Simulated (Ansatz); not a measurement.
Write the native input for Ansatz 0.2.0 that does the following.

| Property | Result |
| --- | --- |
| Task | projected density of states |
| Functional | PBEsol |
| Potentials or basis | Ansatz PAW |
| Cutoff | 420 eV (not typed: the program's choice for these potentials) |
| k mesh | 10 × 10 × 8 |
| Occupations | fermi-dirac, width 0.05 eV |
| Spin | no spin polarisation |
| Hubbard terms | Hf d U = 2 eV |
| Hubbard projectors | ortho-atomic (the default) |
| Double counting | fll (the default) |

Crystal: HfB2.

```
CELL_PARAMETERS angstrom
3.14000 0.00000 0.00000
-1.57000 2.71932 0.00000
0.00000 0.00000 3.48000
ATOMIC_POSITIONS crystal
Hf 0.00000 0.00000 0.00000
B 0.66667 0.33333 0.50000
B 0.33333 0.66667 0.50000
```

These files were run (other wordings do the same):

input.yaml

```yaml
crystal:
  lattice:
    - [3.14, 0.0, 0.0]
    - [-1.57, 2.7193197679, 0.0]
    - [0.0, 0.0, 3.48]
  atoms:
    - { symbol: Hf, position: [0.0, 0.0, 0.0] }
    - { symbol: B, position: [0.6666666667, 0.3333333333, 0.5] }
    - { symbol: B, position: [0.3333333333, 0.6666666667, 0.5] }
hamiltonian:
  xc: pbesol
  pseudopotentials: { kind: paw }
  hubbard: { sites: [{ species: Hf, l: d, u_eff: 2.0 }] }
kpoints:
  mp_grid: { grid: [10, 10, 8] }
scf:
  occupations: { method: fermi_dirac, width: 0.05 }
  n_extra_bands: 7
output:
  forces: true
  stress: true
  eigenvalues: true
  dos: { projected: true, de: 0.05, nscf_kmesh: { grid: [15, 15, 12] } }
```

Potentials or basis: Ansatz PAW.

The run is started by

```sh
$ ansatz run input.yaml --threads 2 --pin off --max-ram 5632MiB --backend cpu --events-out ev --progress --plain --runs-dir out
```

Results of the run:

```
Pressure                             : -2.4 GPa
Band gap on the k mesh               : none (metal or under the smearing width)
Density of states at the Fermi level : 0.18 states/eV per cell
```

Caveat: U without spin polarisation on a metal has little footing; the PAW data sets come from PBE, with cores solved anew for the run's functional, which leaves a small shift of forces and pressure; the U is typed as a test and isn't derived for this compound.

Wall time 5.8 s on 2 threads of Intel(R) Xeon(R) Platinum 8259CL CPU @ 2.50GHz (Skylake/Cascade Lake), with other jobs on the host, peak memory 0.45 GiB.
